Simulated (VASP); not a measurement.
# TaN (P-6m2) in VASP: further runs

The runs below take TaN through single point, with LDA.

Program: VASP 6.6.1. These are calculated values, not measurements. Logs are shortened: lines on timing, memory, paths and dates and some standing lists are left out, and cuts for length are marked.

## Step 1: Starting point

It takes space group P-6m2 (No. 187, hexagonal). Conventional cell: a = 2.938 Å, b = 2.938 Å, c = 2.883 Å, α = 90.00°, β = 90.00°, γ = 120.00°. Ta (site symmetry -6m2) has 6 N at 2.23 Å as nearest neighbours. N (site symmetry -6m2) is surrounded by 6 Ta at 2.23 Å.

## Step 2: Single point, LDA

INCAR

```
PREC = Accurate ; ENCUT = 520
EDIFF = 1E-6 ; ISMEAR = 0
SIGMA = 0.15 ; LREAL = False
LASPH = True ; NELM = 100
ALGO = Normal ; ISIF = 2
LWAVE = False ; LCHARG = False
NBANDS = 15
```

KPOINTS

```
Automatic mesh
0
Gamma
  18 18 16
```

POSCAR

```
TaN
1.0
    2.9379988584      0.0000000000      0.0000000000
   -1.4689994292      2.5443816477      0.0000000000
    0.0000000000      0.0000000000      2.8830000000
Ta N
1 1
Direct
    0.3333333333      0.6666666667      0.5000000000
    0.0000000000      0.0000000000      0.0000000000
```

Potentials or basis: VASP PAW LDA potentials, release 64 (Ta_pv, N).

On the command line:

```console
cat potpaw_LDA.64/Ta_pv/POTCAR potpaw_LDA.64/N/POTCAR > POTCAR
mpirun -np 1 vasp_std > vasp.out
```

OUTCAR:

```text
PREC = Accurate
   ENCUT = 520
   EDIFF = 1E-6
   ISMEAR = 0
   LREAL = False
   LASPH = True
   NELM = 100
   ISIF = 2

 ion  position               nearest neighbor table
   1  0.333  0.667  0.500-   2 2.23   2 2.23   2 2.23   2 2.23   2 2.23   2 2.23
   2  0.000  0.000  0.000-   1 2.23   1 2.23   1 2.23   1 2.23   1 2.23   1 2.23

  LATTYP: Found a hexagonal cell.
 ALAT       =     2.9379988584
 C/A-ratio  =     0.9812801635

  Lattice vectors:

 A1 = (   2.9379988584,   0.0000000000,   0.0000000000)
 A2 = (  -1.4689994292,   2.5443816477,   0.0000000000)
 A3 = (   0.0000000000,   0.0000000000,   2.8830000000)

Analysis of symmetry for initial positions (statically):
=====================================================================
 Subroutine PRICEL returns:
 Original cell was already a primitive cell.

 Routine SETGRP: Setting up the symmetry group for a
 hexagonal supercell.

 Subroutine GETGRP returns: Found 12 space group operations
 (whereof 12 operations were pure point group operations)
 out of a pool of 24 trial point group operations.

The static configuration has the point symmetry D_3h.

Analysis of symmetry for dynamics (positions and initial velocities):
=====================================================================
 Subroutine PRICEL returns:
 Original cell was already a primitive cell.

 Routine SETGRP: Setting up the symmetry group for a
 hexagonal supercell.

 Subroutine GETGRP returns: Found 12 space group operations
 (whereof 12 operations were pure point group operations)
 out of a pool of 24 trial point group operations.

The dynamic configuration has the point symmetry D_3h.

 Subroutine INISYM returns: Found 12 space group operations
 (whereof 12 operations are pure point group operations),
 and found     1 'primitive' translations

----------------------------------------------------------------------------------------

                                     Primitive cell

  volume of cell :      21.5516

  direct lattice vectors                    reciprocal lattice vectors
     2.937998858  0.000000000  0.000000000     0.340367729  0.196511400  0.000000000
    -1.468999429  2.544381648  0.000000000     0.000000000  0.393022800  0.000000000
     0.000000000  0.000000000  2.883000000     0.000000000  0.000000000  0.346860909

  length of vectors
     2.937998858  2.937998858  2.883000000     0.393022800  0.393022800  0.346860909

  position of ions in fractional coordinates (direct lattice)
     0.333333333  0.666666667  0.500000000
     0.000000000  0.000000000  0.000000000

  ion indices of the primitive-cell ions
   primitive index   ion index
                 1           1
                 2           2

----------------------------------------------------------------------------------------

 KPOINTS: Automatic mesh

Automatic generation of k-mesh.
 Grid dimensions read from file:
 generate k-points for:   18   18   16

 Generating k-lattice:

  Cartesian coordinates                     Fractional coordinates (reciprocal lattice)
     0.018909318  0.010917300  0.000000000     0.055555556 -0.000000000  0.000000000
     0.000000000  0.021834600  0.000000000     0.000000000  0.055555556  0.000000000
     0.000000000  0.000000000  0.021678807     0.000000000  0.000000000  0.062500000

  Length of vectors
     0.021834600  0.021834600  0.021678807

  Shift w.r.t. Gamma in fractional coordinates (k-lattice)
     0.000000000  0.000000000  0.000000000

 Subroutine IBZKPT returns following result:
 ===========================================

 Found    333 irreducible k-points:

 Following reciprocal coordinates:
            Coordinates               Weight
  0.000000  0.000000  0.000000      1.000000
  0.055556  0.000000  0.000000      6.000000
  0.111111  0.000000  0.000000      6.000000
  0.166667  0.000000  0.000000      6.000000
  0.222222 -0.000000  0.000000      6.000000
  0.277778 -0.000000  0.000000      6.000000
[... 16 lines left out ...]
  0.333333  0.111111  0.000000     12.000000
  0.388889  0.111111  0.000000     12.000000
 [... further k-points ...]
   k-points           NKPTS =    333   k-points in BZ     NKDIM =    333   number of bands    NBANDS=     15
   number of dos      NEDOS =    301   number of ions     NIONS =      2
   total plane-waves  NPLWV =  13824
   dimension x,y,z NGX =    24 NGY =   24 NGZ =   24
   dimension x,y,z NGXF=    48 NGYF=   48 NGZF=   48
   ions per type =               1   1
   NGX,Y,Z   is equivalent  to a cutoff of  13.58, 13.58, 13.84 a.u.
   NGXF,Y,Z  is equivalent  to a cutoff of  27.16, 27.16, 27.68 a.u.
 SYSTEM =  unknown system
   PREC   = accura    normal or accurate (medium, high low for compatibility)
   ISTART =      0    job   : 0-new  1-cont  2-samecut
   ICHARG =      2    charge: 1-file 2-atom 10-const
   ISPIN  =      1    spin polarized calculation?
   LNONCOLLINEAR =      F non collinear calculations
   LSORBIT =      F    spin-orbit coupling
   LASPH  =      T    aspherical Exc in radial PAW
   ENCUT  =  520.0 eV  38.22 Ry    6.18 a.u.   5.46  5.46  5.36*2*pi/ulx,y,z
   NELM   =    100;   NELMIN=  2; NELMDL= -5     # of ELM steps
   EDIFF  = 0.1E-05   stopping-criterion for ELM
   LREAL  =      F    real-space projection
   EDIFFG = 0.1E-04   stopping-criterion for IOM
   NSW    =      0    number of steps for IOM
   IBRION =     -1    ionic relax: 0-MD 1-quasi-New 2-CG
   NFREE  =      0    steps in history (QN), initial steepest desc. (CG)
   ISIF   =      2    stress and relaxation
   ISYM   =      2    0-nonsym 1-usesym 2-fastsym
   POTIM  = 0.5000    time-step for ionic-motion
   TEBEG  =    0.0;   TEEND  =   0.0 temperature during run
   PSTRESS=    0.0 pullay stress
   NELECT =      16.0000    total number of electrons
   NUPDOWN=      -1.0000    fix difference up-down
   EMIN   =  10.00;   EMAX   =-10.00  energy-range for DOS
   EFERMI =   0.00;   METHOD = LEGACY
   ISMEAR =     0;   SIGMA  =   0.15  broadening in eV -4-tet -1-fermi 0-gaus
   EFERMI_NEDOS =   21; number of points for ismear=-14 and -15
   IALGO  =     38    algorithm
   IMIX   =      4    mixing-type and parameters
     AMIX     =   0.40;   BMIX     =  1.00
     AMIX_MAG =   1.60;   BMIX_MAG =  1.00
  volume/ion in A,a.u.               =      10.78        72.72
  Fermi-wavevector in a.u.,A,eV,Ry     =   1.482366  2.801265 29.897546  2.197408
  Thomas-Fermi vector in A             =   2.596161
   LORBIT       =      0    0 simple, 1 ext, 2 COOP (PROOUT), +10 PAW based schemes
   GGA     = CA    functional components
   LHFCALC =     F    Hartree Fock is set to
   AEXX    =    0.0000 exact exchange contribution
   IVDW    =     0    specifies the selected vdW correction
   LEPSILON=     F    determine dielectric tensor
   LRPA    =     F    only Hartree local field effects (RPA)
 non-spin polarized calculation
 Gauss-broadening in eV      SIGMA  =   0.15
  energy-cutoff  :      520.00
  volume of cell :       21.55
 maximum number of plane-waves:       605
 NGX is ok and might be reduce to    24
   NGX = 11   NGY = 11   NGZ = 11

 number of electron      16.0000001 magnetization

 Free energy of the ion-electron system (eV)
  ---------------------------------------------------
  ext. energy  EPLUGINS =         0.00000000
  ---------------------------------------------------
  free energy    TOTEN  =       -24.70075812 eV

  energy without entropy =      -24.70002838  energy(sigma->0) =      -24.70039325

 E-fermi :   8.0646     XC(G=0): -13.5826

 val. band max:        8.0180521588   @ k =   0.0000   0.0000   0.4375
 cond. band min:       8.0998221256   @ k =   0.0556   0.0000   0.5000
 fundamental gap:      0.0817699668
 Fermi energy:         8.0646356309

 k-point     1 :       0.0000    0.0000    0.0000
  band No.  band energies     occupation
      1     -26.5250      2.00000
      2     -26.2591      2.00000
      3     -26.2591      2.00000
      4      -9.4286      2.00000
      5       3.5637      2.00000
      6       3.5637      2.00000
      7       3.9099      2.00000
      8       5.2341      2.00000
      9      10.4745      0.00000
     10      11.6874      0.00000
     11      11.6874      0.00000
     12      12.0373      0.00000
     13      12.0373      0.00000
     14      20.4898      0.00000
     15      21.2911      0.00000

 k-point     2 :       0.0556    0.0000    0.0000
  band No.  band energies     occupation
      1     -26.5206      2.00000
      2     -26.2937      2.00000
      3     -26.2665      2.00000
      4      -9.3627      2.00000
      5       3.3564      2.00000
      6       3.6138      2.00000
      7       4.0129      2.00000
      8       5.1374      2.00000
      9      10.7121      0.00000
     10      11.5490      0.00000
     11      11.6960      0.00000
     12      12.0040      0.00000
     13      12.1278      0.00000
     14      20.4904      0.00000
     15      21.2739      0.00000

 k-point     3 :       0.1111    0.0000    0.0000
  band No.  band energies     occupation
      1     -26.5080      2.00000
      2     -26.3921      2.00000
      3     -26.2876      2.00000
      4      -9.1722      2.00000
      5       2.8683      2.00000
      6       3.7565      2.00000
      7       4.2526      2.00000
      8       4.8747      2.00000
      9      11.1128      0.00000
     10      11.4106      0.00000
     11      11.7308      0.00000
     12      11.9093      0.00000
     13      12.3636      0.00000
     14      20.4919      0.00000
     15      21.2290      0.00000
[... 343 lines left out ...]
 k-point    23 :       0.3333    0.1111    0.0000
  band No.  band energies     occupation
      1     -27.1734      2.00000
      2     -26.5433      2.00000
      3     -26.3901      2.00000
      4      -7.2823      2.00000
      5       0.2635      2.00000
      6       3.1239      2.00000
      7       4.0171      2.00000
      8       5.7848      2.00000
      9      10.4953      0.00000
     10      10.4965      0.00000
     11      12.9395      0.00000
     12      14.0319      0.00000
     13      15.8754      0.00000
     14      20.4910      0.00000
     15      21.2165      0.00000

 k-point    24 :       0.3889    0.1111    0.0000
  band No.  band energies     occupation
      1     -27.2468      2.00000
      2     -26.5696      2.00000
      3     -26.3779      2.00000
      4      -7.0667      2.00000
      5       0.0724      2.00000
      6       2.9850      2.00000
      7       3.8893      2.00000
      8       5.8398      2.00000
      9      10.3593      0.00000
     10      11.1736      0.00000
     11      12.6711      0.00000
     12      14.1124      0.00000
     13      16.7649      0.00000
     14      20.1820      0.00000
     15      20.5574      0.00000

 [... further k-points ...]
[... 5 lines left out ...]
  --------------------------------------------------------------------------------------
  -------------------------------------------------------------------------------------
  Total       -1.2584791     -1.2584791     -1.4348702      0.0000000      0.0000000      0.0000000
  in kB      -93.5573872    -93.5573872   -106.6705857      0.0000000      0.0000000      0.0000000
  external PRESSURE =     -97.9284534 kB  Pullay stress =       0.0000000 kB

 VOLUME and BASIS-vectors are now :
 -----------------------------------------------------------------------------
  energy-cutoff  :      520.00
  volume of cell :       21.55
      direct lattice vectors                 reciprocal lattice vectors
     2.937998858  0.000000000  0.000000000     0.340367729  0.196511400  0.000000000
    -1.468999429  2.544381648  0.000000000     0.000000000  0.393022800  0.000000000
     0.000000000  0.000000000  2.883000000     0.000000000  0.000000000  0.346860909

 POSITION                                       TOTAL-FORCE (eV/Angst)
 -----------------------------------------------------------------------------------
     -0.00000      1.69625      1.44150         0.000000      0.000000      0.000000
      0.00000      0.00000      0.00000        -0.000000      0.000000      0.000000
 -----------------------------------------------------------------------------------
    total drift:                                0.000000     -0.000000     -0.000000

  FREE ENERGIE OF THE ION-ELECTRON SYSTEM (eV)
  ---------------------------------------------------
  free  energy   TOTEN  =       -24.7007581229 eV

  energy  without entropy=      -24.7000283784  energy(sigma->0) =      -24.70039325
```

Wall time 26 s (1 thread of Intel Xeon 6975P-C (Granite Rapids), shared host); peak memory 0.21 GiB.

Results:

```
Free energy            : -24.7008 eV
Pressure               : -9.8 GPa
Band gap on the k mesh : none (metal or under the smearing width)
```

Stress tensor (GPa, compression positive):
```
 -9.36   0.00   0.00
  0.00  -9.36   0.00
  0.00   0.00 -10.67
```

Levels at points of the mesh, in eV from the Fermi level:
| k point | band 4 | band 5 | band 6 | band 7 | band 8 | band 9 | band 10 | band 11 | band 12 | band 13 |
| --- | --- | --- | --- | --- | --- | --- | --- | --- | --- | --- |
| (0.00, 0.00, 0.00) | -17.49 | -4.50 | -4.50 | -4.15 | -2.83 | 2.41 | 3.62 | 3.62 | 3.97 | 3.97 |
| (0.50, 0.00, 0.00) | -15.15 | -8.19 | -5.14 | -3.43 | -3.09 | 2.98 | 4.07 | 5.23 | 5.31 | 7.60 |
| (0.00, 0.00, 0.50) | -14.77 | -9.26 | -3.69 | -3.69 | -0.07 | -0.07 | 2.48 | 3.32 | 3.32 | 8.34 |
| (0.50, 0.00, 0.50) | -15.47 | -7.25 | -6.09 | -5.64 | -0.24 | 4.23 | 5.37 | 6.09 | 7.08 | 10.22 |

## Step 3: Single point, LDA

INCAR

```
PREC = Accurate
ENCUT = 520
EDIFF = 1E-7
ISMEAR = 0
SIGMA = 0.15
LREAL = F
LASPH = T
NELM = 100
ALGO = Fast
ISIF = 2
LWAVE = F
LCHARG = F
NBANDS = 15
```

KPOINTS

```
regular mesh
0
Gamma
  21 21 18
```

POSCAR is that of step 2.

Potentials or basis: VASP PAW LDA potentials, release 64 (Ta_pv, N).

On the command line:

```console
cat potpaw_LDA.64/Ta_pv/POTCAR potpaw_LDA.64/N/POTCAR > POTCAR
mpirun -np 1 vasp_std > vasp.out
```

Run time: 47 s. Hardware: 1 thread of Intel Xeon 6975P-C (Granite Rapids), shared host; peak memory 0.26 GiB.

Results (log left out):

```yaml
Free_energy: -24.7007 eV
Pressure: -9.8 GPa
Band_gap_on_the_k_mesh: none (metal or under the smearing width)
```

Stress tensor (GPa, compression positive):
```
 -9.37   0.00   0.00
  0.00  -9.37   0.00
  0.00   0.00 -10.68
```

Levels at points of the mesh, in eV from the Fermi level:
```csv
k point,band 4,band 5,band 6,band 7,band 8,band 9,band 10,band 11,band 12,band 13
"(0.00, 0.00, 0.00)",-17.50,-4.51,-4.51,-4.16,-2.84,2.40,3.62,3.62,3.96,3.96
"(0.00, 0.00, 0.50)",-14.77,-9.27,-3.70,-3.70,-0.08,-0.08,2.47,3.31,3.31,8.33
```

The run has no spin-orbit coupling, so splittings on Ta are missing.
